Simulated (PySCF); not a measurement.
Crystal: SiC (Moissanite).

```
Si C
1.0
     3.07600    0.00000    0.00000
    -1.53800    2.66389    0.00000
     0.00000    0.00000    5.04800
Si C
2 2
Cartesian
  1.5380 0.8880 2.5240
  0.0000 1.7759 0.0000
  1.5380 0.8880 4.4675
  0.0000 1.7759 1.9435
```

Base run:

- Program: PySCF 2.14.0
- Functional: PBE
- Potentials or basis: DZVP-MOLOPT-SR/GTH-PBE (potentials made for PBE)
- k mesh: 10 × 10 × 5
- Occupations: fermi-dirac, width 0.05 eV
- Spin: no spin polarisation

Its results: band gap on the k mesh 2.55 eV, indirect (least direct gap 4.11 eV).

Question: The run is repeated on the same cell with these changes: functional from PBE to PBEsol. What comes out?

Answer: Band gap on the k mesh 2.38 eV, indirect (least direct gap 3.98 eV).

Caveats: an odd mesh through Γ misses points on the zone boundary, where band edges often lie; the basis of atomic orbitals isn't converged, which shifts pressures, moduli and gaps.

Not every run made on this cell is shown here.
